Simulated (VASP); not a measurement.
# BN (P6_3mc) in VASP: settings compared, part 2 of 2

VASP 6.6.1. The steps go on from the part before.

**3. Single point, PBE**

File INCAR:

```
PREC = Accurate
ENCUT = 500
EDIFF = 1E-7
ISMEAR = 0
SIGMA = 0.02
LREAL = False
LASPH = True
NELM = 60
ALGO = Normal
ISIF = 2
LWAVE = False
LCHARG = False
GGA = PE
NBANDS = 16
```

File KPOINTS:

```
regular mesh
0
Gamma
  6 6 3
```

File POSCAR:

```
BN
1.0
    2.5539396017      0.0000000000      0.0000000000
   -1.2769698009      2.2117765748      0.0000000000
    0.0000000000      0.0000000000      4.2268550000
N B
2 2
Direct
    0.3333333333      0.6666666667      0.1252760000
    0.6666666667      0.3333333333      0.6252760000
    0.3333333333      0.6666666667      0.4997240000
    0.6666666667      0.3333333333      0.9997240000
```

Potentials or basis: VASP PAW PBE potentials, release 64 (N_GW, B_GW).

Started as:

```bash
$ cat potpaw_PBE.64/N_GW/POTCAR potpaw_PBE.64/B_GW/POTCAR > POTCAR
$ mpirun -np 1 vasp_std > vasp.out
```

OUTCAR:

```text
PREC = Accurate
   ENCUT = 500
   EDIFF = 1E-7
   ISMEAR = 0
   LREAL = False
   LASPH = True
   NELM = 60
   ISIF = 2
   GGA = PE

 ion  position               nearest neighbor table
   1  0.333  0.667  0.125-   4 1.57   4 1.57   4 1.57   3 1.58
   2  0.667  0.333  0.625-   3 1.57   3 1.57   3 1.57   4 1.58
   3  0.333  0.667  0.500-   2 1.57   2 1.57   2 1.57   1 1.58
   4  0.667  0.333  1.000-   1 1.57   1 1.57   1 1.57   2 1.58

  LATTYP: Found a hexagonal cell.
 ALAT       =     2.5539396017
 C/A-ratio  =     1.6550332659

  Lattice vectors:

 A1 = (   2.5539396017,   0.0000000000,   0.0000000000)
 A2 = (  -1.2769698009,   2.2117765748,   0.0000000000)
 A3 = (   0.0000000000,   0.0000000000,   4.2268550000)

Analysis of symmetry for initial positions (statically):
=====================================================================
 Subroutine PRICEL returns:
 Original cell was already a primitive cell.

 Routine SETGRP: Setting up the symmetry group for a
 hexagonal supercell.

 Subroutine GETGRP returns: Found 12 space group operations
 (whereof  6 operations were pure point group operations)
 out of a pool of 24 trial point group operations.

The static configuration has the point symmetry C_3v.
 The point group associated with its full space group is C_6v.

Analysis of symmetry for dynamics (positions and initial velocities):
=====================================================================
 Subroutine PRICEL returns:
 Original cell was already a primitive cell.

 Routine SETGRP: Setting up the symmetry group for a
 hexagonal supercell.

 Subroutine GETGRP returns: Found 12 space group operations
 (whereof  6 operations were pure point group operations)
 out of a pool of 24 trial point group operations.

[... 112 lines left out ...]
   IMIX   =      4    mixing-type and parameters
     AMIX     =   0.40;   BMIX     =  1.00
     AMIX_MAG =   1.60;   BMIX_MAG =  1.00
  volume/ion in A,a.u.               =       5.97        40.28
  Fermi-wavevector in a.u.,A,eV,Ry     =   1.432600  2.707222 27.923836  2.052344
  Thomas-Fermi vector in A             =   2.552210
   LORBIT       =      0    0 simple, 1 ext, 2 COOP (PROOUT), +10 PAW based schemes
   GGA     = PE    functional components
   LHFCALC =     F    Hartree Fock is set to
   AEXX    =    0.0000 exact exchange contribution
   IVDW    =     0    specifies the selected vdW correction
   LEPSILON=     F    determine dielectric tensor
   LRPA    =     F    only Hartree local field effects (RPA)
 non-spin polarized calculation
 Gauss-broadening in eV      SIGMA  =   0.02
  energy-cutoff  :      500.00
  volume of cell :       23.88
 maximum number of plane-waves:       622
 NGX is ok and might be reduce to    20
   NGX =  9   NGY =  9   NGZ = 15

 number of electron      16.0000002 magnetization

 Free energy of the ion-electron system (eV)
  ---------------------------------------------------
  ext. energy  EPLUGINS =         0.00000000
  ---------------------------------------------------
  free energy    TOTEN  =       -34.84861871 eV

  energy without entropy =      -34.84861871  energy(sigma->0) =      -34.84861871

 E-fermi :   7.6039     XC(G=0): -12.6783

 val. band max:        7.4903570230   @ k =   0.0000   0.0000   0.0000
 cond. band min:      12.6897207638   @ k =   0.3333   0.3333   0.0000
 fundamental gap:      5.1993637408
 Fermi energy:         7.6039168454

 k-point     1 :       0.0000    0.0000    0.0000
  band No.  band energies     occupation
      1     -12.8007      2.00000
      2      -8.7008      2.00000
      3      -3.3398      2.00000
      4       5.3895      2.00000
      5       5.3895      2.00000
      6       7.2148      2.00000
[... 243 lines left out ...]
      3      -1.0070      2.00000
      4      -1.0070      2.00000
      5      -0.9615      2.00000
      6       0.8122      2.00000
[... 8 lines left out ...]
     15      23.8943      0.00000
     16      23.8943      0.00000

------------------------ aborting loop because EDIFF is reached ----------------------------------------

  FORCE on cell =-STRESS in cart. coord.  units (eV):
  Direction    XX          YY          ZZ          XY          YZ          ZX
  --------------------------------------------------------------------------------------
  -------------------------------------------------------------------------------------
  Total       -0.0874059     -0.0874059     -0.1964417      0.0000000      0.0000000      0.0000000
  in kB       -5.8651883     -5.8651883    -13.1818065      0.0000000      0.0000000      0.0000000
  external PRESSURE =      -8.3040611 kB  Pullay stress =       0.0000000 kB

 VOLUME and BASIS-vectors are now :
 -----------------------------------------------------------------------------
  energy-cutoff  :      500.00
  volume of cell :       23.88
      direct lattice vectors                 reciprocal lattice vectors
     2.553939602  0.000000000  0.000000000     0.391551938  0.226062617  0.000000000
    -1.276969801  2.211776575  0.000000000     0.000000000  0.452125233  0.000000000
     0.000000000  0.000000000  4.226855000     0.000000000  0.000000000  0.236582518

 POSITION                                       TOTAL-FORCE (eV/Angst)
 -----------------------------------------------------------------------------------
     -0.00000      1.47452      0.52952        -0.000000      0.000000     -0.019615
      1.27697      0.73726      2.64295        -0.000000      0.000000     -0.019615
     -0.00000      1.47452      2.11226        -0.000000      0.000000      0.019615
      1.27697      0.73726      4.22569         0.000000      0.000000      0.019615
 -----------------------------------------------------------------------------------
    total drift:                               -0.000000      0.000000      0.000298

  FREE ENERGIE OF THE ION-ELECTRON SYSTEM (eV)
  ---------------------------------------------------
  free  energy   TOTEN  =       -34.8486187137 eV

  energy  without entropy=      -34.8486187137  energy(sigma->0) =      -34.84861871
```

It took 8.1 s on 1 thread of Intel Xeon Platinum 8259CL at 2.50GHz (Skylake/Cascade Lake), shared host; peak memory 0.13 GiB.

What came out:

* Free energy: -34.8486 eV
* Pressure: -0.8 GPa
* Largest force: 0.020 eV/Å
* Band gap on the k mesh: 5.20 eV, indirect (least direct gap 8.26 eV)

Forces on the atoms (eV/Å):
```
N    0.000  0.000 -0.020
N    0.000  0.000 -0.020
B    0.000  0.000  0.020
B    0.000  0.000  0.020
```

Levels at points of the mesh, in eV from the valence-band top:
```csv
k point,band 6,band 7,band 8,band 9,band 10,band 11
"(0.00, 0.00, 0.00)",-0.28,0.00,0.00,8.33,8.33,8.53
"(0.50, 0.00, 0.00)",-4.93,-4.37,-2.10,6.68,7.93,10.55
```

Caveat: the k mesh is coarse (spacing up to 0.50 Å⁻¹), so the values aren't converged; the cutoff is under 1.25 times the usual one of these potentials, so pressure, stress and relaxed cells hold a basis-set (Pulay) error; an odd mesh through Γ misses points on the zone boundary, where band edges often lie.

**4. Single point, r2SCAN**

File INCAR:

```
  ADDGRID = F
  ALGO = Normal
  EDIFF = 1E-8
  ENCUT = 900
  ISIF = 2
  ISMEAR = 0
  LASPH = T
  LCHARG = F
  LMIXTAU = T
  LREAL = F
  LWAVE = F
  METAGGA = R2SCAN
  NBANDS = 16
  NELM = 100
  PREC = Accurate
  SIGMA = 0.02
```

File KPOINTS:

```
k-points
0
Gamma
  12 12 7
```

POSCAR is that of step 3.

Potentials or basis: VASP PAW PBE potentials, release 64 (N_s, B_s).

Started as:

```bash
$ cat potpaw_PBE.64/N_s/POTCAR potpaw_PBE.64/B_s/POTCAR > POTCAR
$ mpirun -np 1 vasp_std > vasp.out
```

Run time: 4.6 min. Hardware: 1 thread of Intel Xeon Platinum 8488C (Sapphire Rapids), shared host; peak memory 0.21 GiB.

The run converged. Its results:

* Free energy: -38.1592 eV
* Pressure: -3.3 GPa
* Largest force: 0.021 eV/Å
* Band gap on the k mesh: 5.73 eV, indirect (least direct gap 8.92 eV)

Forces in eV/Å, atoms in the order of the input:
```
N    0.000  0.000 -0.021
N    0.000  0.000 -0.021
B    0.000  0.000  0.021
B    0.000  0.000  0.021
```

Stress tensor (GPa, compression positive):
```
-3.11  0.00  0.00
 0.00 -3.11  0.00
 0.00  0.00 -3.72
```

Levels at points of the mesh, in eV from the valence-band top:
```tsv
k point	band 5	band 6	band 7	band 8	band 9	band 10	band 11	band 12
(0.00, 0.00, 0.00)	-2.19	-0.28	0.00	0.00	9.02	9.02	9.22	10.06
(0.50, 0.00, 0.00)	-7.17	-5.15	-4.49	-2.19	7.26	8.56	11.31	12.09
```

Caveat: the PAW data sets were made with another functional, which shifts forces and pressure a little; an odd mesh through Γ misses points on the zone boundary, where band edges often lie. r2SCAN opens gaps a little over a GGA but as a rule still falls short of measured ones.
